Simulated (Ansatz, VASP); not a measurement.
NaH in VASP and in Ansatz

INCAR

```
SYSTEM = NaH
  ALGO = Normal
  EDIFF = 1E-6
  ENCUT = 520
  GGA = PE
  ISIF = 2
  ISMEAR = 0
  LASPH = .True.
  LCHARG = .False.
  LREAL = .False.
  LWAVE = .False.
  NBANDS = 11
  NELM = 100
  PREC = Accurate
  SIGMA = 0.01
```

The input KPOINTS:

```
k-points
0
Gamma
  6 6 6
  0 0 0
```

Contents of POSCAR:

```
NaH
1.0
    0.0000000000      2.5969210614      2.5969210614
    2.5969210614      0.0000000000      2.5969210614
    2.5969210614      2.5969210614      0.0000000000
Na H
1 1
Direct
    0.0000000000      0.0000000000      0.0000000000
    0.2500000000      0.2500000000      0.2500000000
```

Input for Ansatz:

```yaml
crystal:
  lattice:
    - [0.0, 2.5969210614, 2.5969210614]
    - [2.5969210614, 0.0, 2.5969210614]
    - [2.5969210614, 2.5969210614, 0.0]
  atoms:
    - { symbol: Na, position: [0.0, 0.0, 0.0] }
    - { symbol: H, position: [0.25, 0.25, 0.25] }
kpoints:
  mp_grid: { grid: [6, 6, 6] }
hamiltonian:
  xc: pbe
scf:
  occupations: { method: fixed }
output:
  optics:
    e_range: [0, 17]
    de: 0.05
    sigma: 0.1
    bands: { spectra_wanted_up_to: 17 }
    scissors: 1.06
```

Alike in both runs: task single point; functional PBE; k mesh 6 × 6 × 6; no spin polarisation.

|  | VASP | Ansatz |
| --- | --- | --- |
| version | VASP 6.6.1 | Ansatz 0.2.0 |
| potentials or method | VASP PAW PBE potentials, release 64 (Na_pv, H) | plane waves, PAW |
| plane-wave cutoff (eV) | 520 | 420 |
| occupations | gaussian, width 0.01 eV | fixed |
| valence electrons in the cell | 8 | 10 |

|  | VASP | Ansatz | Ansatz less VASP |
| --- | --- | --- | --- |
| gap on the k mesh at the Fermi level (eV) | 3.63 | 3.63 | +0.002 |

The two sets of potentials don't hold the same shells in valence.

A k mesh can miss the band edges. Expect the measured gap to be larger: semilocal functionals such as PBE lack the derivative discontinuity.
